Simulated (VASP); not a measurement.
# KCl (Fm-3m) in VASP: a series of runs

The runs below take KCl through single point, relaxation of cell and atoms, with LDA.

All numbers are computed with VASP 6.6.1; they aren't measurements. Logs are shortened: lines on timing, memory, paths and dates and some standing lists are left out, and cuts for length are marked.

**Experimental background.**

From a printed reference work, monograph, for a bulk crystal of KCl: band gap 8.68 eV.

The results are compared with them further down.

### 1 The cell of the first run

Symmetry: Fm-3m, No. 225, cubic system. The conventional cell has a = 6.076 Å, b = 6.076 Å, c = 6.076 Å, α = 90.00°, β = 90.00°, γ = 90.00°. K (site symmetry m-3m) has 6 Cl at 3.04 Å within 4.0 Å. Within 4.0 Å of Cl (site symmetry m-3m) lie 6 K at 3.04 Å.

### 2 Single point, LDA

The input, INCAR:

```
PREC     = Accurate       # precision mode
ENCUT    = 500            # plane-wave cutoff, eV
EDIFF    = 1E-6           # SCF threshold, eV
ISMEAR   = 0              # smearing method
SIGMA    = 0.02           # smearing width, eV
LREAL    = False          # projectors in reciprocal space
LASPH    = True           # aspherical terms in the spheres
NELM     = 120            # most SCF steps
ALGO     = Normal         # electronic algorithm
ISIF     = 2              # what is computed and relaxed
LWAVE    = False          # write WAVECAR
LCHARG   = False          # write CHGCAR
NBANDS   = 15             # bands
GGA_COMPAT= False
```

The input, KPOINTS:

```
Automatic mesh
0
Gamma
  6 6 6
```

The input, POSCAR:

```
KCl
1.0
    0.0000000000      3.0382281579      3.0382281579
    3.0382281579      0.0000000000      3.0382281579
    3.0382281579      3.0382281579      0.0000000000
K Cl
1 1
Direct
    0.0000000000      0.0000000000      0.0000000000
    0.5000000000      0.5000000000      0.5000000000
```

Potentials or basis: VASP PAW LDA potentials, release 64 (K_sv, Cl).

Launch:

```console
> cat potpaw_LDA.64/K_sv/POTCAR potpaw_LDA.64/Cl/POTCAR > POTCAR
> mpirun -np 1 vasp_std > vasp.out
```

OUTCAR:

```text
PREC = Accurate
   ENCUT = 500
   EDIFF = 1E-6
   ISMEAR = 0
   LREAL = False
   LASPH = True
   NELM = 120
   ISIF = 2

 ion  position               nearest neighbor table
   1  0.000  0.000  0.000-   2 3.04   2 3.04   2 3.04   2 3.04   2 3.04   2 3.04
   2  0.500  0.500  0.500-   1 3.04   1 3.04   1 3.04   1 3.04   1 3.04   1 3.04

  LATTYP: Found a face centered cubic cell.
 ALAT       =     6.0764563158

  Lattice vectors:

 A1 = (   0.0000000000,   3.0382281579,   3.0382281579)
 A2 = (   3.0382281579,   0.0000000000,   3.0382281579)
 A3 = (   3.0382281579,   3.0382281579,   0.0000000000)

Analysis of symmetry for initial positions (statically):
=====================================================================
 Subroutine PRICEL returns:
 Original cell was already a primitive cell.

 Routine SETGRP: Setting up the symmetry group for a
 face centered cubic supercell.

 Subroutine GETGRP returns: Found 48 space group operations
 (whereof 48 operations were pure point group operations)
 out of a pool of 48 trial point group operations.

The static configuration has the point symmetry O_h .

Analysis of symmetry for dynamics (positions and initial velocities):
=====================================================================
 Subroutine PRICEL returns:
 Original cell was already a primitive cell.

 Routine SETGRP: Setting up the symmetry group for a
 face centered cubic supercell.

 Subroutine GETGRP returns: Found 48 space group operations
 (whereof 48 operations were pure point group operations)
 out of a pool of 48 trial point group operations.

The dynamic configuration has the point symmetry O_h .

 Subroutine INISYM returns: Found 48 space group operations
 (whereof 48 operations are pure point group operations),
 and found     1 'primitive' translations

----------------------------------------------------------------------------------------

                                     Primitive cell

  volume of cell :      56.0907

  direct lattice vectors                    reciprocal lattice vectors
     0.000000000  3.038228158  3.038228158    -0.164569602  0.164569602  0.164569602
     3.038228158  0.000000000  3.038228158     0.164569602 -0.164569602  0.164569602
     3.038228158  3.038228158  0.000000000     0.164569602  0.164569602 -0.164569602

  length of vectors
     4.296703466  4.296703466  4.296703466     0.285042913  0.285042913  0.285042913

  position of ions in fractional coordinates (direct lattice)
     0.000000000  0.000000000  0.000000000
     0.500000000  0.500000000  0.500000000

  ion indices of the primitive-cell ions
   primitive index   ion index
                 1           1
                 2           2

----------------------------------------------------------------------------------------

 KPOINTS: Automatic mesh

Automatic generation of k-mesh.
 Grid dimensions read from file:
 generate k-points for:    6    6    6

 Generating k-lattice:

  Cartesian coordinates                     Fractional coordinates (reciprocal lattice)
    -0.027428267  0.027428267  0.027428267     0.166666667  0.000000000  0.000000000
     0.027428267 -0.027428267  0.027428267     0.000000000  0.166666667  0.000000000
     0.027428267  0.027428267 -0.027428267     0.000000000  0.000000000  0.166666667

  Length of vectors
     0.047507152  0.047507152  0.047507152

  Shift w.r.t. Gamma in fractional coordinates (k-lattice)
     0.000000000  0.000000000  0.000000000

 Subroutine IBZKPT returns following result:
 ===========================================

 Found     16 irreducible k-points:

 Following reciprocal coordinates:
            Coordinates               Weight
  0.000000  0.000000  0.000000      1.000000
  0.166667  0.000000  0.000000      8.000000
  0.333333  0.000000  0.000000      8.000000
  0.500000  0.000000  0.000000      4.000000
  0.166667  0.166667  0.000000      6.000000
  0.333333  0.166667  0.000000     24.000000
[... 8 lines left out ...]
 -0.333333  0.333333  0.166667     24.000000
 -0.333333  0.500000  0.166667     12.000000
   k-points           NKPTS =     16   k-points in BZ     NKDIM =     16   number of bands    NBANDS=     15
   number of dos      NEDOS =    301   number of ions     NIONS =      2
   total plane-waves  NPLWV =  32768
   dimension x,y,z NGX =    32 NGY =   32 NGZ =   32
   dimension x,y,z NGXF=    64 NGYF=   64 NGZF=   64
   ions per type =               1   1
   NGX,Y,Z   is equivalent  to a cutoff of  12.38, 12.38, 12.38 a.u.
   NGXF,Y,Z  is equivalent  to a cutoff of  24.76, 24.76, 24.76 a.u.
 SYSTEM =  unknown system
   PREC   = accura    normal or accurate (medium, high low for compatibility)
   ISTART =      0    job   : 0-new  1-cont  2-samecut
   ICHARG =      2    charge: 1-file 2-atom 10-const
   ISPIN  =      1    spin polarized calculation?
   LNONCOLLINEAR =      F non collinear calculations
   LSORBIT =      F    spin-orbit coupling
   LASPH  =      T    aspherical Exc in radial PAW
   ENCUT  =  500.0 eV  36.75 Ry    6.06 a.u.   7.83  7.83  7.83*2*pi/ulx,y,z
   NELM   =    120;   NELMIN=  2; NELMDL= -5     # of ELM steps
   EDIFF  = 0.1E-05   stopping-criterion for ELM
   LREAL  =      F    real-space projection
[... 7 lines left out ...]
   TEBEG  =    0.0;   TEEND  =   0.0 temperature during run
   PSTRESS=    0.0 pullay stress
   NELECT =      16.0000    total number of electrons
   NUPDOWN=      -1.0000    fix difference up-down
   EMIN   =  10.00;   EMAX   =-10.00  energy-range for DOS
   EFERMI =   0.00;   METHOD = LEGACY
   ISMEAR =     0;   SIGMA  =   0.02  broadening in eV -4-tet -1-fermi 0-gaus
   EFERMI_NEDOS =   21; number of points for ismear=-14 and -15
   IALGO  =     38    algorithm
   IMIX   =      4    mixing-type and parameters
     AMIX     =   0.40;   BMIX     =  1.00
     AMIX_MAG =   1.60;   BMIX_MAG =  1.00
  volume/ion in A,a.u.               =      28.05       189.26
  Fermi-wavevector in a.u.,A,eV,Ry     =   1.077667  2.036495 15.801336  1.161365
  Thomas-Fermi vector in A             =   2.213585
   LORBIT       =      0    0 simple, 1 ext, 2 COOP (PROOUT), +10 PAW based schemes
   GGA     = CA    functional components
   LHFCALC =     F    Hartree Fock is set to
   AEXX    =    0.0000 exact exchange contribution
   IVDW    =     0    specifies the selected vdW correction
   LEPSILON=     F    determine dielectric tensor
   LRPA    =     F    only Hartree local field effects (RPA)
 non-spin polarized calculation
 Gauss-broadening in eV      SIGMA  =   0.02
  energy-cutoff  :      500.00
  volume of cell :       56.09
 maximum number of plane-waves:      1435
   NGX = 15   NGY = 15   NGZ = 15

 number of electron      16.0000000 magnetization

 Free energy of the ion-electron system (eV)
  ---------------------------------------------------
  ext. energy  EPLUGINS =         0.00000000
  ---------------------------------------------------
  free energy    TOTEN  =        -7.40756711 eV

  energy without entropy =       -7.40756711  energy(sigma->0) =       -7.40756711

 E-fermi :  -1.4695     XC(G=0):  -8.5526

 val. band max:       -1.6227689389   @ k =   0.0000   0.0000   0.0000
 cond. band min:       3.4922946914   @ k =   0.0000   0.0000   0.0000
 fundamental gap:      5.1150636302
 Fermi energy:        -1.4694500487

 k-point     1 :       0.0000    0.0000    0.0000
  band No.  band energies     occupation
      1     -28.2264      2.00000
      2     -13.7826      2.00000
      3     -11.9263      2.00000
      4     -11.9263      2.00000
      5     -11.9263      2.00000
      6      -1.6228      2.00000
      7      -1.6228      2.00000
      8      -1.6228      2.00000
      9       3.4923      0.00000
     10       6.4874      0.00000
     11       6.4874      0.00000
     12       6.4874      0.00000
     13       7.4885      0.00000
     14       7.4885      0.00000
     15      11.1923      0.00000

 k-point     2 :       0.1667    0.0000    0.0000
  band No.  band energies     occupation
      1     -28.2213      2.00000
      2     -13.8521      2.00000
      3     -11.9296      2.00000
      4     -11.9296      2.00000
      5     -11.8387      2.00000
      6      -2.0304      2.00000
      7      -1.7421      2.00000
      8      -1.7421      2.00000
      9       4.2111      0.00000
     10       6.3138      0.00000
     11       6.8757      0.00000
     12       6.8757      0.00000
     13       7.9374      0.00000
     14       7.9374      0.00000
     15      12.3013      0.00000

 k-point     3 :       0.3333    0.0000    0.0000
  band No.  band energies     occupation
      1     -28.2111      2.00000
      2     -13.9763      2.00000
      3     -11.9362      2.00000
      4     -11.9362      2.00000
      5     -11.6767      2.00000
      6      -2.6826      2.00000
      7      -1.9641      2.00000
      8      -1.9641      2.00000
      9       5.4311      0.00000
     10       6.5477      0.00000
     11       7.9356      0.00000
     12       7.9356      0.00000
     13       9.0574      0.00000
     14       9.0574      0.00000
     15      11.6407      0.00000

 k-point     4 :       0.5000    0.0000    0.0000
  band No.  band energies     occupation
      1     -28.2059      2.00000
      2     -14.0328      2.00000
      3     -11.9395      2.00000
      4     -11.9395      2.00000
      5     -11.6006      2.00000
      6      -2.9602      2.00000
      7      -2.0679      2.00000
      8      -2.0679      2.00000
      9       5.8621      0.00000
     10       7.0356      0.00000
     11       8.9841      0.00000
     12       8.9841      0.00000
     13       9.8729      0.00000
     14       9.8729      0.00000
     15      10.7757      0.00000
[... 163 lines left out ...]
 k-point    14 :       0.5000    0.3333    0.1667
  band No.  band energies     occupation
      1     -28.2047      2.00000
      2     -13.8677      2.00000
      3     -12.0271      2.00000
      4     -11.9837      2.00000
      5     -11.7843      2.00000
      6      -2.5683      2.00000
      7      -2.0357      2.00000
      8      -1.9844      2.00000
      9       5.5691      0.00000
     10       6.2855      0.00000
     11       8.3091      0.00000
     12       8.9816      0.00000
     13       9.2070      0.00000
     14       9.5456      0.00000
     15      10.5280      0.00000

 k-point    15 :      -0.3333    0.3333    0.1667
  band No.  band energies     occupation
      1     -28.2015      2.00000
      2     -13.8500      2.00000
      3     -12.0529      2.00000
      4     -12.0236      2.00000
      5     -11.7730      2.00000
      6      -2.5127      2.00000
      7      -2.1555      2.00000
      8      -2.0755      2.00000
      9       6.1540      0.00000
     10       6.4097      0.00000
     11       8.2966      0.00000
     12       8.5561      0.00000
     13       9.7339      0.00000
     14      10.5248      0.00000
     15      10.5312      0.00000

 k-point    16 :      -0.3333    0.5000    0.1667
  band No.  band energies     occupation
      1     -28.2000      2.00000
      2     -13.7476      2.00000
      3     -12.1258      2.00000
      4     -12.0535      2.00000
      5     -11.8549      2.00000
      6      -2.2933      2.00000
      7      -2.1644      2.00000
      8      -2.0459      2.00000
      9       5.2774      0.00000
     10       7.2520      0.00000
     11       7.6180      0.00000
     12       8.7322      0.00000
     13       9.4842      0.00000
     14      10.3172      0.00000
     15      11.0074      0.00000

------------------------ aborting loop because EDIFF is reached ----------------------------------------

  FORCE on cell =-STRESS in cart. coord.  units (eV):
  Direction    XX          YY          ZZ          XY          YZ          ZX
  --------------------------------------------------------------------------------------
  -------------------------------------------------------------------------------------
  Total        0.0298043      0.0298043      0.0298043      0.0000000      0.0000000      0.0000000
  in kB        0.8513314      0.8513314      0.8513314      0.0000000      0.0000000      0.0000000
  external PRESSURE =       0.8513314 kB  Pullay stress =       0.0000000 kB

 VOLUME and BASIS-vectors are now :
 -----------------------------------------------------------------------------
  energy-cutoff  :      500.00
  volume of cell :       56.09
      direct lattice vectors                 reciprocal lattice vectors
     0.000000000  3.038228158  3.038228158    -0.164569602  0.164569602  0.164569602
     3.038228158  0.000000000  3.038228158     0.164569602 -0.164569602  0.164569602
     3.038228158  3.038228158  0.000000000     0.164569602  0.164569602 -0.164569602

 POSITION                                       TOTAL-FORCE (eV/Angst)
 -----------------------------------------------------------------------------------
      0.00000      0.00000      0.00000        -0.000000     -0.000000     -0.000000
      3.03823      3.03823      3.03823         0.000000      0.000000      0.000000
 -----------------------------------------------------------------------------------
    total drift:                                0.000000     -0.000000     -0.000000

  FREE ENERGIE OF THE ION-ELECTRON SYSTEM (eV)
  ---------------------------------------------------
  free  energy   TOTEN  =        -7.4075671141 eV

  energy  without entropy=       -7.4075671141  energy(sigma->0) =       -7.40756711
```

It took 5.2 s on 1 thread of Intel Xeon Platinum 8488C (Sapphire Rapids), shared host; peak memory 0.15 GiB.

What came out:

| Property | Result |
| --- | --- |
| Free energy | -7.4076 eV |
| Pressure | 0.1 GPa |
| Band gap on the k mesh | 5.12 eV |

### 3 Single point, LDA

The input, INCAR:

```
SYSTEM = KCl
ALGO = Normal
EDIFF = 1E-6
ENCUT = 500
GGA = CA
GGA_COMPAT = .False.
ISIF = 2
ISMEAR = 0
LASPH = .True.
LCHARG = .False.
LREAL = .False.
LWAVE = .False.
NBANDS = 15
NELM = 120
PREC = Accurate
SIGMA = 0.02
```

The input, KPOINTS:

```
k-points
0
Gamma
  6 6 6
  0 0 0
```

POSCAR is that of step 2.

Potentials or basis: VASP PAW LDA potentials, release 64 (K_sv, Cl).

Launch:

```console
> cat potpaw_LDA.64/K_sv/POTCAR potpaw_LDA.64/Cl/POTCAR > POTCAR
> mpirun -np 1 vasp_std > vasp.out
```

Wall time 6 s (1 thread of Intel Xeon Platinum 8488C (Sapphire Rapids), shared host); peak memory 0.15 GiB.

It converged, with:

- Free energy: -7.4076 eV
- Pressure: 0.1 GPa
- Band gap on the k mesh: 5.12 eV

Levels at points of the mesh, in eV from the valence-band top:
```csv
k point,band 5,band 6,band 7,band 8,band 9,band 10,band 11,band 12
"(0.00, 0.00, 0.00)",-10.30,0.00,0.00,0.00,5.12,8.11,8.11,8.11
"(0.50, 0.00, 0.00)",-9.98,-1.34,-0.45,-0.45,7.48,8.66,10.61,10.61
"(0.50, 0.50, 0.00)",-10.39,-0.76,-0.25,-0.25,6.04,8.46,10.24,10.28
```

### 4 Single point, LDA

This run uses another cell than the first one, of 31.15 Å³/atom.

The input, INCAR:

```
SYSTEM = KCl
  PREC = Accurate
  ENCUT = 500
  EDIFF = 1E-6
  ISMEAR = 0
  SIGMA = 0.1
  LREAL = .FALSE.
  LASPH = .TRUE.
  NELM = 120
  ALGO = Normal
  ISIF = 2
  LWAVE = .FALSE.
  LCHARG = .FALSE.
  GGA = CA
  NBANDS = 15
  GGA_COMPAT = .FALSE.
```

The input, KPOINTS:

```
regular mesh
0
G
  6 6 6
  0 0 0
```

The input, POSCAR:

```
KCl
1.0
    0.0000000000      3.1464700000      3.1464700000
    3.1464700000      0.0000000000      3.1464700000
    3.1464700000      3.1464700000      0.0000000000
K Cl
1 1
Direct
    0.0000000000      0.0000000000      0.0000000000
    0.5000000000      0.5000000000      0.5000000000
```

Launch:

```console
> cat potpaw_LDA.64/K_sv/POTCAR potpaw_LDA.64/Cl/POTCAR > POTCAR
> mpirun -np 1 vasp_std > vasp.out
```

Wall time 7.3 s (1 thread of Intel Xeon Platinum 8488C (Sapphire Rapids), shared host); peak memory 0.15 GiB.

It converged, with:

| Quantity | Value |
| --- | --- |
| Free energy | -7.3697 eV |
| Pressure | -1.9 GPa |
| Band gap on the k mesh | 4.75 eV |

Levels at points of the mesh, in eV from the valence-band top:
```tsv
k point	band 4	band 5	band 6	band 7	band 8	band 9	band 10	band 11	band 12	band 13
(0.00, 0.00, 0.00)	-10.53	-10.53	0.00	0.00	0.00	4.75	8.08	8.08	8.08	9.02
(0.50, 0.00, 0.00)	-10.54	-10.28	-1.13	-0.35	-0.35	7.19	8.25	10.28	10.28	11.11
(0.50, 0.50, 0.00)	-10.59	-10.59	-0.70	-0.24	-0.24	6.17	7.97	9.65	10.05	10.40
```

### 5 Relaxation of cell and atoms, LDA

The input, INCAR:

```
  PREC = Accurate
  ENCUT = 500
  EDIFF = 1E-7
  ISMEAR = 0
  SIGMA = 0.02
  LREAL = F
  LASPH = T
  NELM = 120
  ALGO = Normal
  ISIF = 3
  LWAVE = F
  LCHARG = F
  IBRION = 2
  NSW = 100
  EDIFFG = -0.002
  GGA_COMPAT = F
  NELMIN = 4
```

The input, KPOINTS:

```
regular mesh
0
Gamma
  6 6 6
```

The input, POSCAR:

```
KCl
1.0
    0.0000000000      3.0382281579      3.0382281579
    3.0382281579      0.0000000000      3.0382281579
    3.0382281579      3.0382281579      0.0000000000
K Cl
1 1
Direct
    0.0000000000      0.0000000000      0.0000000000
    0.5000000000      0.5000000000      0.5000000000
```

Launch:

```console
> cat potpaw_LDA.64/K_sv/POTCAR potpaw_LDA.64/Cl/POTCAR > POTCAR
> mpirun -np 1 vasp_std > vasp.out
```

Run time: 13 s. Hardware: 1 thread of Intel Xeon Platinum 8488C (Sapphire Rapids), shared host; peak memory 0.15 GiB.

Results (log left out):

```
Free energy                           : -7.4076 eV
Relaxed volume                        : 28.12 Å³/atom
Relaxed cell                          : a = 4.301 Å, b = 4.301 Å, c = 4.301 Å, α = 60.00°, β = 60.00°, γ = 60.00°
Space group after relaxing (to 0.1 Å) : Fm-3m (No. 225)
Energy gained by relaxing             : 0.0 meV/atom
Ionic steps                           : 3
Pressure after relaxing               : 0.0 GPa
Band gap on the k mesh                : 5.11 eV
```

Final structure:
```yaml
crystal:
  lattice:
    - [0.00000, 3.04099, 3.04099]
    - [3.04099, 0.00000, 3.04099]
    - [3.04099, 3.04099, 0.00000]
  atoms:
    - { symbol: K, position: [0.00000, 0.00000, 0.00000] }
    - { symbol: Cl, position: [0.50000, 0.50000, 0.50000] }
```

Levels at points of the mesh, in eV from the valence-band top:
| k point | band 4 | band 5 | band 6 | band 7 | band 8 | band 9 | band 10 | band 11 | band 12 |
| --- | --- | --- | --- | --- | --- | --- | --- | --- | --- |
| (0.00, 0.00, 0.00) | -10.31 | -10.31 | 0.00 | 0.00 | 0.00 | 5.10 | 8.11 | 8.11 | 8.11 |
| (0.50, 0.00, 0.00) | -10.32 | -9.99 | -1.33 | -0.44 | -0.44 | 7.48 | 8.65 | 10.60 | 10.60 |
| (0.50, 0.50, 0.00) | -10.40 | -10.40 | -0.76 | -0.25 | -0.25 | 6.05 | 8.45 | 10.23 | 10.26 |

(Part 1 of 2 ends here.)
